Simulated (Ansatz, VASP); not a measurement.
## NaH in VASP and in Ansatz

Contents of INCAR:

```
ALGO = Normal
EDIFF = 1E-7
ENCUT = 520
GGA = PE
ISIF = 2
ISMEAR = -1
LASPH = True
LCHARG = False
LREAL = False
LWAVE = False
NBANDS = 11
NELM = 80
PREC = Accurate
SIGMA = 0.05
```

KPOINTS

```
k-points
0
Gamma
  9 9 9
```

The input POSCAR:

```
NaH
1.0
    0.0000000000      2.4878552867      2.4878552867
    2.4878552867      0.0000000000      2.4878552867
    2.4878552867      2.4878552867      0.0000000000
Na H
1 1
Direct
    0.0000000000      0.0000000000      0.0000000000
    0.5000000000      0.5000000000      0.5000000000
```

Contents of input.yaml:

```yaml
crystal:
  lattice:
    - [0.0, 2.4878552867, 2.4878552867]
    - [2.4878552867, 0.0, 2.4878552867]
    - [2.4878552867, 2.4878552867, 0.0]
  atoms:
    - { symbol: Na, position: [0.0, 0.0, 0.0] }
    - { symbol: H, position: [0.5, 0.5, 0.5] }
hamiltonian:
  xc: pbe
  pseudopotentials: { kind: paw }
kpoints:
  mp_grid: { grid: [9, 9, 9] }
scf:
  occupations: { method: fermi_dirac, width: 0.05 }
output:
  forces: true
  stress: true
  eigenvalues: true
  write_density: true
  write_potential: true
  elf: true
  volumetric_format: npy
```

Change from the starting cell: volume scaled by 1.06.

Alike in both runs: task single point; functional PBE; k mesh 9 × 9 × 9; occupations fermi-dirac, width 0.05 eV; no spin polarisation.

|  | VASP | Ansatz |
| --- | --- | --- |
| version | VASP 6.6.1 | Ansatz 0.2.0 |
| potentials or method | VASP PAW PBE potentials, release 64 (Na_pv, H) | Ansatz PAW |
| plane-wave cutoff (eV) | 520 | 420 |
| valence electrons in the cell | 8 | 10 |

VASP gave:

| Item | Value |
| --- | --- |
| gap on the k mesh at the Fermi level (eV) | 3.90 |
| least direct gap on the mesh (eV) | 4.57 |
| pressure (GPa) | -1.8 |

**Question.** What did Ansatz give for the same quantities?

**Answer.** gap on the k mesh at the Fermi level (eV): 3.90; least direct gap on the mesh (eV): 4.57; pressure (GPa): -1.7.

The functional is the same, so the differences come from potentials, cutoffs and numerics. The two sets of potentials don't hold the same shells in valence.

Caveats: an odd mesh through Γ misses points on the zone boundary, where band edges often lie (VASP); odd divisions of the mesh miss points on the zone boundary, where band edges often lie, so the gap on the mesh can be too wide (Ansatz).
